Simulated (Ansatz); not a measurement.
SnO and its competing phases

Level of theory: DFT PBE, scalar-relativistic, plane waves, PAW (Ansatz). Settings: cutoff 420 eV, Γ-centred meshes spaced at most about 0.3 Å⁻¹, and about 0.25 Å⁻¹ or finer for metals (2π included), Gaussian smearing. No spin polarisation.

The zero of energy is the elements' standard structures at the same level (O₂ as a molecule); no fitted shifts are applied. The references include grey tin.

These are static total energies at zero pressure. No dispersion correction is applied, so the spacing and binding between layers, chains or molecules are poorly described (P4/nmm), and this can change margins and order among such cells.

The competitors are the elements and 3 reference phases of this chemical system (from databases or known types: Sn3O4, SnO, SnO2), relaxed at the same level; other known phases may be missing.

The candidate was reached from: close-packed anion layers stacked AA.

```
Sn O
1.0
     3.42437    0.00000    0.00000
    -1.71219    2.96559    0.00000
     0.00000    0.00000    6.38239
Sn O
2 2
Direct
  0.33333 0.66667 0.25000
  0.66667 0.33333 0.75000
  0.00000 0.00000 0.00000
  0.00000 0.00000 0.50000
```

Question: Is it stable, and against what?

Answer: Not the lowest form: another structure of the same formula lies lower. Its formation energy is -0.771 eV/atom. The lowest competing phase at this composition is this:

| phase | space group | source | share of atoms | ΔE_f (eV/atom) |
| --- | --- | --- | --- | --- |
| SnO | P4/nmm (No. 129) | Materials Project | 1.0000 | -1.261 |

The candidate lies 0.49 eV/atom above this phase. The candidate matches no cell in the subsets of the Crystallography Open Database and the Materials Project at hand. A phase this far over the hull is unlikely to be made. It has the anti-nickel arsenide type.
